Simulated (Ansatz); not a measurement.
`CC(=O)O[SiH3]` + `NCS` → `NC([SiH3])S` + acetic acid  (formal exchange of groups at the Si–O bond)

Calculated with Ansatz (gas phase, PBE0-D4/def2-TZVP geometries, no zero-point term in ΔE). CCSD(T)/CBS is the MP2 limit (def2-TZVPP, def2-QZVPP) plus CCSD(T) − MP2 in def2-TZVPP, frozen cores. Functionals use def2-TZVPP. One conformer a species, not always the lowest.

```tsv
species	PBE-D4 energy (Eh)
`CC(=O)O[SiH3]`	-519.50888
`NCS`	-493.80777
`NC([SiH3])S`	-784.35687
`CC(=O)O`	-228.93314
```

Q: Work out ΔE.

A: ΔE = (-784.35687) + (-228.93314) − (-519.50888) − (-493.80777) = 0.02664 Eh = +16.7 kcal/mol. CCSD(T)/CBS gives +20.3 kcal/mol.

Largest T1 diagnostic among the species: 0.015.

From PBE to PBE0 (25 % exact exchange), in def2-TZVPP and without D4, ΔE moves by +1.1 kcal/mol. The D4 term adds −1.1 kcal/mol with B3LYP and −0.5 kcal/mol with PBE0; it sums over pairs of atoms, weighted by their polarisabilities, and B3LYP, whose exchange is more repulsive, gets the larger term. In def2-TZVPP, CCSD(T) changes the Hartree–Fock value by −4.9 kcal/mol (the triples alone add −0.7 kcal/mol) and MP2 by −5.1 kcal/mol.

B3LYP here is the variant with VWN-RPA as its local correlation; programs differ in this.
